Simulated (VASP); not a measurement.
Input of a VASP 6.6.1 run:

Contents of INCAR:

```
SYSTEM = MnS
  ALGO = Normal
  EDIFF = 1E-6
  ENCUT = 520
  GGA = PE
  ISIF = 2
  ISMEAR = 0
  LASPH = .True.
  LCHARG = .True.
  LELF = .True.
  LREAL = .False.
  LVHAR = .True.
  LWAVE = .False.
  NBANDS = 16
  NELM = 100
  PREC = Accurate
  SIGMA = 0.05
```

Contents of KPOINTS:

```
k-points
0
Gamma
  10 10 10
  0 0 0
```

The input POSCAR:

```
MnS
1.0
    0.0000000000      2.8000000000      2.8000000000
    2.8000000000      0.0000000000      2.8000000000
    2.8000000000      2.8000000000      0.0000000000
Mn S
1 1
Direct
    0.0000000000      0.0000000000      0.0000000000
    0.2500000000      0.2500000000      0.2500000000
```

Potentials or basis: VASP PAW PBE potentials, release 64 (Mn_pv, S).

Run with:

```console
$ cat potpaw_PBE.64/Mn_pv/POTCAR potpaw_PBE.64/S/POTCAR > POTCAR
$ mpirun -np 1 vasp_std > vasp.out
```

Estimate the band gap on the k mesh.

none (metal or under the smearing width).

Predict the pressure.

-20.9 GPa.

Caveat: so large a pressure means that the cell lies far from this level's equilibrium, or that cutoff or potentials fall short; the run has no spin polarisation, though such a crystal can be magnetic; semilocal functionals often make such compounds metallic where correlation or magnetic order opens a gap, which also shifts bond lengths. With open d or f shells a metallic result of PBE can be an artefact of self-interaction; +U or a hybrid may open a gap.
